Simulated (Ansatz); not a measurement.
**ZnS (F-43m), two-dimensional strain map**

Computed with Ansatz, DFT PBE, scalar-relativistic, plane waves, PAW. Cutoff 420 eV, Γ-centred 10×10×10 k-points, Gaussian smearing of 0.05 eV. No spin polarisation. Energies are free energies at this smearing, counted from the undisturbed cell; pressure is positive in compression.

Zero of the scan (as given, not relaxed at this level; it stands at 1.4 GPa):

```
Zn S
1.0
     0.00000    2.70465    2.70465
     2.70465    0.00000    2.70465
     2.70465    2.70465    0.00000
Zn S
1 1
Direct
  0.00000 0.00000 0.00000
  0.75000 0.75000 0.75000
```

The cell is strained by p along both x and y and by q along z, fractional coordinates fixed. Points are written (p, q).

Energy above the undisturbed cell in meV/atom (a dash: not computed):

| p \ q | -0.030 | -0.015 | 0.000 | 0.015 | 0.030 |
| --- | --- | --- | --- | --- | --- |
| -0.030 | ? | 41.4 | 29.6 | 21.2 | 16.1 |
| -0.015 | 28.3 | 17.5 | 9.8 | 5.2 | 3.6 |
| 0.000 | 10.9 | ? | 0.0 | -1.1 | 0.5 |
| 0.015 | 3.3 | 0.0 | -0.7 | 1.2 | ? |
| 0.030 | 4.7 | 4.5 | 6.8 | ? | 18.5 |

**Question.** Fill in the withheld energies.

**Answer.** (-0.030, -0.030): 56.7; (0.000, -0.015): 4.0; (0.015, 0.030): 5.7; (0.030, 0.015): 11.5.